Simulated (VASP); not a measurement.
Here is a VASP 6.6.1 calculation.

INCAR

```
PREC = Accurate
ENCUT = 600
EDIFF = 1E-7
ISMEAR = -1
SIGMA = 0.05
LREAL = F
LASPH = T
NELM = 80
ALGO = Normal
ISIF = 3
LWAVE = F
LCHARG = F
GGA = PS
IBRION = 2
NSW = 40
EDIFFG = -0.01
PSTRESS = 300
```

File KPOINTS:

```
Automatic mesh
0
Gamma
  8 8 8
```

File POSCAR:

```
Ca
1.0
   -2.2400000000      2.2400000000      2.2400000000
    2.2400000000     -2.2400000000      2.2400000000
    2.2400000000      2.2400000000     -2.2400000000
Ca
1
Direct
    0.0000000000      0.0000000000      0.0000000000
```

Potentials or basis: VASP PAW PBE potentials, release 64 (Ca_sv).

Launch:

```console
$ cat potpaw_PBE.64/Ca_sv/POTCAR > POTCAR
$ mpirun -np 1 vasp_std > vasp.out
```

(1) Estimate the space group after relaxing (to 0.05 Å).

(2) Predict the relaxed cell.

Results:

(1) Im-3m (No. 229).

(2) a = 3.014 Å, b = 3.014 Å, c = 3.014 Å, α = 109.47°, β = 109.47°, γ = 109.47°.
